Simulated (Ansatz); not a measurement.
## All-electron card of Li$_{2}$S

```
CELL_PARAMETERS angstrom
0.00000 2.85280 2.85280
2.85280 0.00000 2.85280
2.85280 2.85280 0.00000
ATOMIC_POSITIONS crystal
S 0.00000 0.00000 0.00000
Li 0.25000 0.25000 0.25000
Li 0.75000 0.75000 0.75000
```

Atoms are numbered in the order listed.

The cell was built from the fluorite type and relaxed in the same program, and has space group Fm-3m; it needn't be a known or the stable phase.

Methods: DFT, PBE, all-electron LAPW, scalar-relativistic (Ansatz 0.2.0); DFT, PBE, PAW with Ansatz's default frozen-core files, scalar-relativistic (Ansatz 0.2.0).

For LAPW: a Γ-centred 12×12×12 k mesh, Fermi–Dirac smearing of 0.08 eV, basis error target 1 meV/atom, no spin polarisation. PAW takes a cutoff of 420 eV at this cell. The Ansatz runs share mesh, smearing and spin set-up. Values come from LAPW unless marked.

| Property | Result |
| --- | --- |
| Volume per atom | 15.48 Å³ |
| Pressure at this cell | 0.00 GPa |

Question: Bader charges (from the PAW run): what does the calculation give?

Answer: S1 -1.72, Li2 +0.86 e.

Question: Predict this quantity. Band gap.

Answer: 3.39 eV, indirect from Γ to X (0.5, 0, 0.5).

Question: Smallest direct gap on the path: what does the calculation give?

Answer: 4.24 eV.

Question: Give the computed value. Löwdin charges (with 0.14 e of the cell spilling out of the atomic basis, so their sizes and signs hang on that basis).

Answer: S1 -1.15, Li2 0.65 e.
